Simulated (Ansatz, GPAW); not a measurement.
**In: programs and potentials compared**

```
In
1.0
     3.33548    0.00000    0.00000
    -1.66774    2.88861    0.00000
     0.00000    0.00000    5.50914
In
2
Direct
  0.66667 0.33333 0.75000
  0.33333 0.66667 0.25000
```

This isn't the form of In at room conditions, which is tetragonal.

Alike in all runs: task single point; functional PBEsol; k mesh 9 × 9 × 5; occupations gaussian, width 0.02 eV; no spin polarisation; no spin-orbit coupling. Pressure is positive in compression and, in plane waves, holds the error of the finite cutoff, which Ansatz's Pulay term estimates and takes out.

```csv
program and potentials,plane-wave cutoff (eV),notes,pressure (GPa)
"Ansatz, Ansatz PAW",420,"potentials made for PBE, which Ansatz adapts in part; Pulay term of +0.04 GPa included",-1.53
"Ansatz, all-electron LAPW, scalar-relativistic",-,-,-1.53
"GPAW, PAW data sets generated for this functional",600,-,-1.87
```

The pressure spans -1.87 (GPAW, PAW data sets generated for this functional) to -1.53 GPa (Ansatz, all-electron LAPW, scalar-relativistic), with all-electron results at -1.53.

The functional is the same throughout but for its coding, so the spread measures potentials, basis and numerics; runs on potential files found faulty are left out.
